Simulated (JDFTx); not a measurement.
The system is Re.

```
CELL_PARAMETERS angstrom
2.76080 0.00000 0.00000
-1.38040 2.39092 0.00000
0.00000 0.00000 4.45820
ATOMIC_POSITIONS crystal
Re 0.66667 0.33333 0.75000
Re 0.33333 0.66667 0.25000
```

Base run:

- Program: JDFTx 1.7.0 (patched build)
- Functional: PBE
- Potentials or basis: PseudoDojo-SR-PBE-0.5-standard with smoothed tails
- Cutoff: 980 eV
- Density cutoff: 7837 eV
- k mesh: 11 × 11 × 6
- Occupations: fermi-dirac, width 0.05 eV
- Spin: no spin polarisation
- Hubbard terms: Re d U = 2 eV

Its results: band gap on the k mesh none (metal or under the smearing width); pressure -1.8 GPa.

Question: The run is repeated on the same cell with these changes: hubbard terms from Re d U = 2 eV to Re d U = 8 eV. What comes out?

Answer: Band gap on the k mesh none (metal or under the smearing width); pressure -23.7 GPa.

Caveats: U without spin polarisation on a metal has little footing; the U is typed as a test and isn't derived for this compound.
